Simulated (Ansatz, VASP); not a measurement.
**Be in VASP and in Ansatz**

```
Be
1.0
     1.78315    0.00000    0.00000
    -0.89158    1.54426    0.00000
     0.00000    0.00000    2.87024
Be
2
Direct
  0.33333 0.66667 0.25000
  0.66667 0.33333 0.75000
```

Change from the starting cell: volume scaled by 0.5, LAPW.

Alike in both runs: task single point; functional PBE; k mesh 19 × 19 × 11; occupations fermi-dirac, width 0.08 eV; no spin polarisation.

```csv
,VASP,Ansatz
version,VASP 6.6.1,Ansatz 0.2.0
potentials or method,"VASP PAW PBE potentials, release 64 (Be), cutoff 520 eV","all-electron LAPW, scalar-relativistic"
```

Ansatz gave:

* pressure (GPa): 266.6
* largest component of the traceless stress (GPa): 0.07

Task: Estimate VASP's values.

Result: Pressure (GPa): 268.9; largest component of the traceless stress (GPa): 0.01.

Ansatz ran all-electron here, so the differences hold the error of VASP's frozen core and of both bases.

Caveats: the cell as given lies far from equilibrium; so large a pressure means that the cell lies far from this level's equilibrium, or that cutoff or potentials fall short (VASP).
